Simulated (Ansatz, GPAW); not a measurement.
**butane-1,4-dithiol between two Al chains: relaxation, then transmission at several levels**

How well does butane-1,4-dithiol between two Al chains conduct once its atoms have relaxed, and how much do cheaper levels lose?

Calculated with GPAW 26.7.0 and Ansatz 0.2.0; Ansatz plane waves; relaxation of the junction with the lead ends held; PAW set soft_1, in the first sound run; inputs show where later runs differ.

## (1) Set-up

The cell holds 28 atoms: 14 Al, 2 S, 8 H and 4 C. Its edges and angles: a = 10.952 Å, b = 9.371 Å, c = 39.966 Å, α = 90.0°, β = 90.0°, γ = 90.0°. Regions: left lead, 7 atoms (7 Al); channel, 14 atoms (2 S, 8 H and 4 C); right lead, 7 atoms (7 Al). Vacuum lies along a and b. The structure is stacked along c, and the current runs across the ab planes.

## (2) Relaxing the atoms

Transmission follows bond lengths closely, so the atoms between the held lead ends are relaxed first, from a slightly shaken start that lets symmetry break.

input.yaml

```yaml
crystal:
  lattice:
    - [10.9519879708, 0.0, 0.0]
    - [0.0, 9.371085779, 0.0]
    - [0.0, 0.0, 39.9656999496]
  atoms:
    - { symbol: Al, position: [0.5, 0.5, 0.0300257471] }
    - { symbol: Al, position: [0.5, 0.5, 0.0900772413] }
    - { symbol: Al, position: [0.5, 0.5, 0.1501287356] }
    - { symbol: Al, position: [0.5, 0.5, 0.2101802298] }
    - { symbol: Al, position: [0.5, 0.5, 0.270231724] }
    - { symbol: Al, position: [0.4966941632, 0.5004205209, 0.3301098218] }
    - { symbol: Al, position: [0.4985640554, 0.5009326697, 0.3910315948] }
    - { symbol: S, position: [0.3624847415, 0.4126781908, 0.4256706894] }
    - { symbol: H, position: [0.3728053996, 0.6248388867, 0.4608692154] }
    - { symbol: C, position: [0.378054303, 0.5025961009, 0.466713038] }
    - { symbol: H, position: [0.5709446368, 0.4887735921, 0.4677088578] }
    - { symbol: H, position: [0.3031625004, 0.4778461884, 0.4808607257] }
    - { symbol: C, position: [0.4879662048, 0.4657245033, 0.4827751411] }
    - { symbol: H, position: [0.4978109899, 0.352382172, 0.4855316132] }
    - { symbol: H, position: [0.5031481332, 0.6570819615, 0.5142724176] }
    - { symbol: C, position: [0.5069222172, 0.5340433795, 0.5163832668] }
    - { symbol: H, position: [0.7011979337, 0.5226437776, 0.5196718597] }
    - { symbol: H, position: [0.4273362381, 0.5098763922, 0.5328250385] }
    - { symbol: C, position: [0.6217153318, 0.4937798119, 0.5330637677] }
    - { symbol: H, position: [0.6236220866, 0.3807813855, 0.5392447059] }
    - { symbol: S, position: [0.6409965683, 0.5784247077, 0.5752157883] }
    - { symbol: Al, position: [0.497119804, 0.5021754223, 0.6081438937] }
    - { symbol: Al, position: [0.4979045492, 0.498816015, 0.6684524808] }
    - { symbol: Al, position: [0.5, 0.5, 0.729768276] }
    - { symbol: Al, position: [0.5, 0.5, 0.7898197702] }
    - { symbol: Al, position: [0.5, 0.5, 0.8498712644] }
    - { symbol: Al, position: [0.5, 0.5, 0.9099227587] }
    - { symbol: Al, position: [0.5, 0.5, 0.9699742529] }
kpoints:
  mp_grid: { grid: [1, 1, 2] }
hamiltonian:
  xc: pbe
  pseudopotentials: { kind: paw, azcp: { folder: soft_1 } }
scf:
  occupations: { method: fermi_dirac, width: 0.1 }
relax:
  f_tol: 0.03
  max_steps: 80
  constraints: [{ sites: [0, 1, 2, 3, 4, 23, 24, 25, 26, 27] }]
```

The run is started by

```
> ansatz run input.yaml --threads 4 --pin off --max-ram 8192MiB --backend cpu --events-out ev --progress --plain --runs-dir out
```

Numbers of over 12 decimals in the logs are rounded to 6 here.

Log:

```text
Engine: ansatz 0.2.0, x86_64-unknown-linux-gnu
Pseudopotentials: kind: paw
Pseudopotential: Al, paw, valence charge 3, recommended cutoff 420 eV (normal), soft_1/Al.paw.azcp
Pseudopotential: S, paw, valence charge 6, recommended cutoff 420 eV (normal), soft_1/S.paw.azcp
Pseudopotential: H, paw, valence charge 1, recommended cutoff 420 eV (normal), soft_1/H.paw.azcp
Pseudopotential: C, paw, valence charge 4, recommended cutoff 420 eV (normal), soft_1/C.paw.azcp
Functional definition: PBE
  parameter kappa = 0.804
  parameter beta = 0.066725
  exchange = pbe_x(kappa = kappa, mu = beta*pi^2/3)
  correlation = pbe_c(beta = beta)
Crystal: 28 atoms, lattice volume = 4101.760 Å³
Basis set: ecut = 420 eV, 80211 PW (Γ), exchange–correlation on 150×128×540 points (8 copies of the dense FFT grid, shifted against one another)
Bands: 67, of which v1, the nominal top of the filled ones, is band 39 counted from 1 (38 counted from 0)
Symmetry: 1 space group operations
Space group: P1 (ITA 1), of the structure as read, at distance tolerance 1.6e-4 Å
k-points: 2
Non-local potential: Al, projectors of the file, l = 0: 2, l = 1: 2, l = 2: 1
Non-local potential: S, projectors of the file, l = 0: 2, l = 1: 2, l = 2: 1
Non-local potential: H, projectors of the file, l = 0: 2, l = 1: 1
Non-local potential: C, projectors of the file, l = 0: 2, l = 1: 2, l = 2: 1
PAW form: soft (Blöchl's): semilocal exchange-correlation on the pseudo side does not see the compensation charge
PAW one-centre angular grid: Al, 110 points (default); XC on 64 Gauss nodes
PAW one-centre angular grid: S, 110 points (default); XC on 64 Gauss nodes
PAW one-centre angular grid: H, 110 points (default); XC on 64 Gauss nodes
PAW one-centre angular grid: C, 110 points (default); XC on 64 Gauss nodes
Initial density: superposition of atomic densities (neutral atoms: chi_scale 0, normalization atom)
Initial wavefunctions: pseudopotential atomic-orbital guess
Functional: x = pbe(κ = 0.804, μ = 0.219515), c = pbe(β = 0.066725)
SCF iter   1: F=—  HF=-10445.363889 eV  |F-HF|=—  |Δ(HF+E_count)|=         —  Δρ=2.33e-2  dr2=3.13e1  ethr=3.10e-3  ⟨swp⟩=14.5  Hψ=917  notcnv=0  defer=1
preconditioner: auto → LDOS  [metal: Δε(μ)=0.140 eV  Ē_g=5.281 eV  σ=0.100 eV  W_gap=0.33  n_scr=184 (ndim 8)  ℏωp=4.0 eV  f_vac=0.645  D(μ)=21.99/eV (n_scr^D=72)  β→1.0]
SCF iter   2: F=—  HF=-10437.964195 eV  |F-HF|=—  |Δ(HF+E_count)|=    7.40e0  Δρ=1.36e-2  dr2=1.01e1  ethr=3.10e-3  ⟨swp⟩=10.0  Hψ=580  notcnv=0  defer=7
SCF iter   3: F=—  HF=-10435.711034 eV  |F-HF|=—  |Δ(HF+E_count)|=    2.25e0  Δρ=3.08e-3  dr2=8.71e-1  ethr=3.10e-3  ⟨swp⟩=8.5  Hψ=444  notcnv=0  defer=5
SCF iter   4: F=—  HF=-10435.547965 eV  |F-HF|=—  |Δ(HF+E_count)|=   1.63e-1  Δρ=1.12e-3  dr2=2.10e-1  ethr=1.12e-3  ⟨swp⟩=4.5  Hψ=292  notcnv=0  defer=6
SCF iter   5: F=—  HF=-10435.535333 eV  |F-HF|=—  |Δ(HF+E_count)|=   1.26e-2  Δρ=6.13e-4  dr2=8.00e-2  ethr=2.70e-4  ⟨swp⟩=3.5  Hψ=256  notcnv=0  defer=5
SCF iter   6: F=—  HF=-10435.532263 eV  |F-HF|=—  |Δ(HF+E_count)|=   3.07e-3  Δρ=4.25e-4  dr2=1.54e-2  ethr=1.03e-4  ⟨swp⟩=3.0  Hψ=247  notcnv=0  defer=4
SCF iter   7: F=—  HF=-10435.529983 eV  |F-HF|=—  |Δ(HF+E_count)|=   2.28e-3  Δρ=1.02e-4  dr2=1.14e-3  ethr=1.97e-5  ⟨swp⟩=2.0  Hψ=177  notcnv=0  defer=4
SCF iter   8: F=—  HF=-10435.530017 eV  |F-HF|=—  |Δ(HF+E_count)|=   3.41e-5  Δρ=4.77e-5  dr2=3.32e-4  ethr=1.46e-6  ⟨swp⟩=3.0  Hψ=241  notcnv=0  defer=4
SCF iter   9: F=—  HF=-10435.530023 eV  |F-HF|=—  |Δ(HF+E_count)|=   5.33e-6  Δρ=2.21e-5  dr2=5.32e-5  ethr=4.26e-7  ⟨swp⟩=3.0  Hψ=218  notcnv=0  defer=4
SCF iter  10: F=-10435.530013 eV  HF=-10435.530018 eV  |F-HF|=4.90e-6  |Δ(HF+E_count)|=   5.22e-6  Δρ=9.17e-6  dr2=1.05e-5  ethr=2.88e-8  ⟨swp⟩=5.0  Hψ=454  notcnv=0
SCF 1 converged in 10 iterations: F = -10435.530013 eV  dr2 = 1.05e-5
  greatest PAW one-centre occupation: 0.857 electrons in one spin orbital (limit 2), on the S atom at site 20 (counted from 0), in its partial waves of l = 0
relax step   1: F+E_penalty+E_count = -10435.53001264 eV  Δ(F+E_penalty+E_count) = +0.000e0 eV  max|allowed force component| = 3.867e0 eV/Å  Δτ_max = 0.0000 Å  (10 SCF iters, dr2 threshold 2.25e-5 eV, accepted)
Initial density: handed on by an earlier stage of this run
Initial wavefunctions: those handed on with the density
iter 1 solved again at ethr=7.52e-4 eV; its pass at ethr=3.10e-3 eV (dr2=5.86e-1 eV) is discarded
SCF iter   1: F=—  HF=-10436.392179 eV  |F-HF|=—  |Δ(HF+E_count)|=         —  Δρ=2.70e-3  dr2=6.31e-1  ethr=7.52e-4  ⟨swp⟩=1.5  Hψ=570  notcnv=0  defer=4
eigensolver tolerance schedule calibrated: the retry pair's looser diagonalisation under-reported the residual by θ = 0.07 (0.11/decade); ethr = c·dr2/N_el runs at the constant in force after the calibration composes with the one it found (an armed cap, an earlier calibration), c = 7.6e-2
preconditioner: auto → LDOS  [metal: Δε(μ)=0.127 eV  Ē_g=5.838 eV  σ=0.100 eV  W_gap=0.30  n_scr=184 (ndim 8)  ℏωp=4.7 eV  f_vac=0.680  D(μ)=22.32/eV (n_scr^D=72)  β→1.0]
SCF iter   2: F=—  HF=-10436.358726 eV  |F-HF|=—  |Δ(HF+E_count)|=   3.35e-2  Δρ=1.50e-3  dr2=1.81e-1  ethr=6.13e-4  ⟨swp⟩=3.5  Hψ=263  notcnv=0  defer=5
SCF iter   3: F=—  HF=-10436.325054 eV  |F-HF|=—  |Δ(HF+E_count)|=   3.37e-2  Δρ=6.28e-4  dr2=3.87e-2  ethr=1.75e-4  ⟨swp⟩=3.0  Hψ=288  notcnv=0  defer=4
SCF iter   4: F=—  HF=-10436.319095 eV  |F-HF|=—  |Δ(HF+E_count)|=   5.96e-3  Δρ=2.01e-4  dr2=6.50e-3  ethr=3.76e-5  ⟨swp⟩=2.0  Hψ=192  notcnv=0  defer=4
SCF iter   5: F=—  HF=-10436.318693 eV  |F-HF|=—  |Δ(HF+E_count)|=   4.02e-4  Δρ=9.15e-5  dr2=1.11e-3  ethr=6.31e-6  ⟨swp⟩=2.0  Hψ=200  notcnv=0  defer=4
SCF iter   6: F=—  HF=-10436.318718 eV  |F-HF|=—  |Δ(HF+E_count)|=   2.55e-5  Δρ=5.40e-5  dr2=2.77e-4  ethr=1.08e-6  ⟨swp⟩=2.0  Hψ=206  notcnv=0  defer=4
SCF iter   7: F=-10436.318672 eV  HF=-10436.318686 eV  |F-HF|=1.37e-5  |Δ(HF+E_count)|=   3.21e-5  Δρ=1.55e-5  dr2=2.89e-5  ethr=9.71e-8  ⟨swp⟩=3.0  Hψ=498  notcnv=0
SCF 2 converged in 7 iterations: F = -10436.318672 eV  dr2 = 2.89e-5
  greatest PAW one-centre occupation: 0.858 electrons in one spin orbital (limit 2), on the S atom at site 20 (counted from 0), in its partial waves of l = 0
relax step   2: F+E_penalty+E_count = -10436.31867241 eV  Δ(F+E_penalty+E_count) = -7.887e-1 eV  max|allowed force component| = 1.621e0 eV/Å  Δτ_max = 0.1949 Å  (7 SCF iters, dr2 threshold 1.00e-4 eV, accepted)
iter 1 solved again at ethr=6.02e-4 eV; its pass at ethr=3.10e-3 eV (dr2=4.70e-1 eV) is discarded
SCF iter   1: F=—  HF=-10436.707218 eV  |F-HF|=—  |Δ(HF+E_count)|=         —  Δρ=1.64e-3  dr2=4.48e-1  ethr=6.02e-4  ⟨swp⟩=2.0  Hψ=528  notcnv=0  defer=4
[...]
relax step  21: F+E_penalty+E_count = -10437.29665856 eV  Δ(F+E_penalty+E_count) = -2.242e-3 eV  max|allowed force component| = 7.339e-2 eV/Å  Δτ_max = 0.0943 Å  (6 SCF iters, dr2 threshold 1.83e-5 eV, accepted)
relax step  22: F+E_penalty+E_count = -10437.29826302 eV  Δ(F+E_penalty+E_count) = -1.604e-3 eV  max|allowed force component| = 4.336e-2 eV/Å  Δτ_max = 0.0337 Å  (6 SCF iters, dr2 threshold 1.59e-6 eV, accepted)
relax step  23: F+E_penalty+E_count = -10437.29974422 eV  Δ(F+E_penalty+E_count) = -1.481e-3 eV  max|allowed force component| = 2.589e-2 eV/Å  Δτ_max = 0.0737 Å  (9 SCF iters, accepted)
relax step  24: F+E_penalty+E_count = -10437.29895877 eV  Δ(F+E_penalty+E_count) = +7.855e-4 eV  max|allowed force component| = 1.319e-1 eV/Å  Δτ_max = 0.1883 Å  (10 SCF iters, rejected (line search))
relax step  25: F+E_penalty+E_count = -10437.30112028 eV  Δ(F+E_penalty+E_count) = -1.376e-3 eV  max|allowed force component| = 9.744e-3 eV/Å  Δτ_max = 0.0919 Å  (9 SCF iters, accepted)
relax step  26: F+E_penalty+E_count = -10437.30194568 eV  Δ(F+E_penalty+E_count) = -8.254e-4 eV  max|allowed force component| = 4.048e-2 eV/Å  Δτ_max = 0.0984 Å  (9 SCF iters, accepted)
relax step  27: F+E_penalty+E_count = -10437.30249891 eV  Δ(F+E_penalty+E_count) = -5.532e-4 eV  max|allowed force component| = 3.553e-2 eV/Å  Δτ_max = 0.0486 Å  (8 SCF iters, accepted)
relax step  28: F+E_penalty+E_count = -10437.30327883 eV  Δ(F+E_penalty+E_count) = -7.799e-4 eV  max|allowed force component| = 2.400e-2 eV/Å  Δτ_max = 0.0674 Å  (7 SCF iters, dr2 threshold 9.72e-7 eV, accepted)
relax step  29: F+E_penalty+E_count = -10437.30327915 eV  Δ(F+E_penalty+E_count) = -3.204e-7 eV  max|allowed force component| = 2.382e-2 eV/Å  Δτ_max = 0.0000 Å  (4 SCF iters, accepted)
relax step  30: F+E_penalty+E_count = -10437.30361594 eV  Δ(F+E_penalty+E_count) = -3.368e-4 eV  max|allowed force component| = 5.214e-2 eV/Å  Δτ_max = 0.1059 Å  (9 SCF iters, accepted)
relax step  31: F+E_penalty+E_count = -10437.30405368 eV  Δ(F+E_penalty+E_count) = -4.377e-4 eV  max|allowed force component| = 4.898e-2 eV/Å  Δτ_max = 0.0062 Å  (4 SCF iters, dr2 threshold 2.68e-6 eV, accepted)
relax step  32: F+E_penalty+E_count = -10437.30426829 eV  Δ(F+E_penalty+E_count) = -2.146e-4 eV  max|allowed force component| = 2.611e-3 eV/Å  Δτ_max = 0.0089 Å  (5 SCF iters, dr2 threshold 2.12e-6 eV, accepted)
iter 1 solved again at ethr=5.32e-10 eV; its pass at ethr=3.10e-3 eV (dr2=4.15e-7 eV) is discarded
SCF iter   1: F=—  HF=-10437.304186 eV  |F-HF|=—  |Δ(HF+E_count)|=         —  Δρ=2.30e-6  dr2=4.14e-7  ethr=5.32e-10  ⟨swp⟩=1.0  Hψ=328  notcnv=0  defer=8
preconditioner: auto → LDOS  [metal: Δε(μ)=0.158 eV  Ē_g=5.791 eV  σ=0.100 eV  W_gap=0.38  n_scr=184 (ndim 8)  ℏωp=4.7 eV  f_vac=0.681  D(μ)=18.63/eV (n_scr^D=54)  β→1.0]
SCF iter   2: F=—  HF=-10437.304268 eV  |F-HF|=—  |Δ(HF+E_count)|=   8.27e-5  Δρ=2.03e-6  dr2=2.83e-7  ethr=5.30e-10  ⟨swp⟩=2.5  Hψ=245  notcnv=0  defer=8
SCF iter   3: F=-10437.304268 eV  HF=-10437.304268 eV  |F-HF|=3.30e-8  |Δ(HF+E_count)|=   5.06e-8  Δρ=8.83e-7  dr2=6.73e-8  ethr=1.28e-10  ⟨swp⟩=4.0  Hψ=500  notcnv=0
SCF 33 converged in 3 iterations: F = -10437.304268 eV  dr2 = 6.73e-8
relax step  33: F+E_penalty+E_count = -10437.30426841 eV  Δ(F+E_penalty+E_count) = -1.233e-7 eV  max|allowed force component| = 2.616e-3 eV/Å  Δτ_max = 0.0000 Å  (3 SCF iters, accepted)
SCF converged after 3 iterations
Free energy (F): -10437.304268 eV
Harris-Foulkes:  -10437.304268 eV  (|F-HF|=3.30e-8)
Internal energy: -10436.694710 eV  (E = F + TS)
E sigma→0 (E₀):  -10436.999489 eV
Entropy (-TS):   -0.609559 eV (-21.770 meV/atom)
Fermi energy:    -3.107193 eV
--- Per-component energies (eV) ---
  E_band       = -651.146757
  E_kinetic    = 937.681584
  E_local      = -8651.805508  (includes V_loc(G=0)·N_el)
  E_nonlocal   = 319.622890
  E_hartree    = 3845.703693
  E_xc         = -923.729160
  E_vxc        = -840.474888  (∫ρ·V_xc dr)
  E_paw        = -8195.365910  (= ΣΔE_a)
  E_vpaw       = -107.560518  (= ΣTr[D̂ρ^β])
  E_aug_tail   = -0.008610  (compensation charges beyond the density's cutoff)
  E_ewald      = 2231.206311
  E_smearing   = -0.609559  (= −TS)
  E_closure    = 0.000000  (closes the sum)
  Σ components = -10437.304268   (vs F -10437.304268, Δ=0.00e0)
--- Forces (eV/Å), atoms counted from 1 ---
  atom   1  Al     0.00200477     0.01588504    -0.02010316
  atom   2  Al    -0.00208667    -0.05855228    -0.04644952
  atom   3  Al     0.00016592     0.10033823    -0.11768616
  atom   4  Al     0.00736485    -0.01881659    -0.33787518
  atom   5  Al    -0.00951869    -0.05350067     0.84116526
  atom   6  Al     0.00066951     0.00025394    -0.00033797
  atom   7  Al    -0.00006136    -0.00012766     0.00005836
  atom   8  S      0.00101572    -0.00010409     0.00096570
  atom   9  H      0.00169515     0.00153555     0.00126708
  atom  10  C      0.00070817    -0.00232246    -0.00076826
  atom  11  H     -0.00003919    -0.00019327     0.00069332
  atom  12  H     -0.00035779     0.00071285     0.00028826
  atom  13  C     -0.00047689     0.00219474    -0.00209091
  atom  14  H      0.00042177     0.00024424     0.00021563
  atom  15  H     -0.00011021    -0.00026311    -0.00036384
  atom  16  C      0.00022583    -0.00261553     0.00220505
  atom  17  H      0.00022925    -0.00053817    -0.00058097
  atom  18  H      0.00025539     0.00023902    -0.00037129
  atom  19  C     -0.00099416     0.00250015     0.00073833
  atom  20  H     -0.00145122    -0.00118839    -0.00109995
  atom  21  S     -0.00111424    -0.00026885    -0.00025947
  atom  22  Al     0.00008771     0.00012644    -0.00093648
  atom  23  Al    -0.00075671     0.00014175     0.00008782
  atom  24  Al     0.00964587     0.05429467    -0.84256741
  atom  25  Al    -0.00788816     0.01743233     0.33854289
  atom  26  Al     0.00055877    -0.10016089     0.11862765
  atom  27  Al     0.00167713     0.05876317     0.04644442
  atom  28  Al    -0.00189077    -0.01600020     0.02019414
  max |Σ_I F_I| component: 2.03e-5 eV/Å
--- Relaxed structure (33 steps of the walk, 32 accepted, 0 SCFs on fresh bases) ---
  F+E_penalty+E_count = -10437.30426841 eV   max|allowed force component| = 2.616e-3 eV/Å
  atoms:
    - { symbol: Al, position: [0.5, 0.5, 0.0300257471] }
    - { symbol: Al, position: [0.5, 0.5, 0.0900772413] }
    - { symbol: Al, position: [0.5, 0.5, 0.1501287356] }
    - { symbol: Al, position: [0.5, 0.5, 0.2101802298] }
    - { symbol: Al, position: [0.5, 0.5, 0.270231724] }
    - { symbol: Al, position: [0.498369, 0.302285, 0.313218] }
    - { symbol: Al, position: [0.493902, 0.426290, 0.370699] }
    - { symbol: S, position: [0.456344, 0.347197, 0.422107] }
    - { symbol: H, position: [0.546721, 0.567555, 0.443785] }
    - { symbol: C, position: [0.471870, 0.497671, 0.451845] }
    - { symbol: H, position: [0.580569, 0.376977, 0.486857] }
    - { symbol: H, position: [0.386696, 0.559311, 0.451179] }
    - { symbol: C, position: [0.495641, 0.439818, 0.487019] }
    - { symbol: H, position: [0.421875, 0.365399, 0.493822] }
    - { symbol: H, position: [0.578062, 0.633879, 0.506330] }
    - { symbol: C, position: [0.504298, 0.559462, 0.513136] }
    - { symbol: H, position: [0.613210, 0.439981, 0.548991] }
    - { symbol: H, position: [0.419370, 0.622304, 0.513292] }
    - { symbol: C, position: [0.528057, 0.501660, 0.548315] }
    - { symbol: H, position: [0.453182, 0.431835, 0.556386] }
    - { symbol: S, position: [0.543660, 0.652225, 0.578024] }
    - { symbol: Al, position: [0.505524, 0.573765, 0.629455] }
    - { symbol: Al, position: [0.500452, 0.698083, 0.686885] }
    - { symbol: Al, position: [0.5, 0.5, 0.729768276] }
    - { symbol: Al, position: [0.5, 0.5, 0.789820] }
    - { symbol: Al, position: [0.5, 0.5, 0.8498712644] }
    - { symbol: Al, position: [0.5, 0.5, 0.909923] }
    - { symbol: Al, position: [0.5, 0.5, 0.9699742529] }
```

The job ended after 4.2 min (4 threads of Intel Xeon Platinum 8375C at 2.90GHz (Ice Lake), shared host; peak memory 3.8 GiB; 16 min of CPU time).

The steps of the relaxation (22 of 33):

```
step  energy less that of the first step (eV)  largest force component (eV/Å)
   1                                   0.0000                          3.8667
   3                                  -1.1330                          0.3698
   4                                  -1.3343                          0.2779
   6                                  -1.5193                          0.1084
   7                                  -1.5755                          0.0775
   9                                  -1.6519                          0.1058
  10                                  -1.6736                          0.1720
  12                                  -1.7043                          0.2028
  13                                  -1.7180                          0.2136
  15                                  -1.7404                          0.1806
  16                                  -1.7470                          0.1664
  18                                  -1.7581                          0.0616
  19                                  -1.7611                          0.1197
  21                                  -1.7666                          0.0734
  22                                  -1.7683                          0.0434
  24                                  -1.7689                          0.1319
  25                                  -1.7711                          0.0097
  27                                  -1.7725                          0.0355
  28                                  -1.7733                          0.0240
  30                                  -1.7736                          0.0521
  31                                  -1.7740                          0.0490
  33                                  -1.7743                          0.0026
```

Relaxation step 24 was tried and not accepted.

The atoms that moved most (Å):

```
atom      dx      dy      dz  length
  H9   1.905  -0.537  -0.683   2.093
 H20  -1.867   0.478   0.685   2.045
Al23   0.028   1.867   0.737   2.008
 Al6   0.018  -1.857  -0.675   1.976
 H17  -0.964  -0.775   1.172   1.703
 H12   0.915   0.763  -1.186   1.681
 H18  -0.087   1.054  -0.781   1.314
 H11   0.105  -1.048   0.765   1.302
```

Numbers from this step:

* free energy: -10437.3043 eV
* smearing term TS: 0.6096 eV
* symmetry operations: 1

The relaxation lowered the energy of the cell by 1.77 eV.

(Continued in part 2 of 5.)

[Logs are printed without paths, hosts, clocks, repeated set-up lines and the standing remarks that a program may print on its own settings, such as how far it seeks lower states.]

[Hosts, paths, dates, database ids (printed as entryN), source tags and the programs' standing remarks are cut or masked in the printed files.]
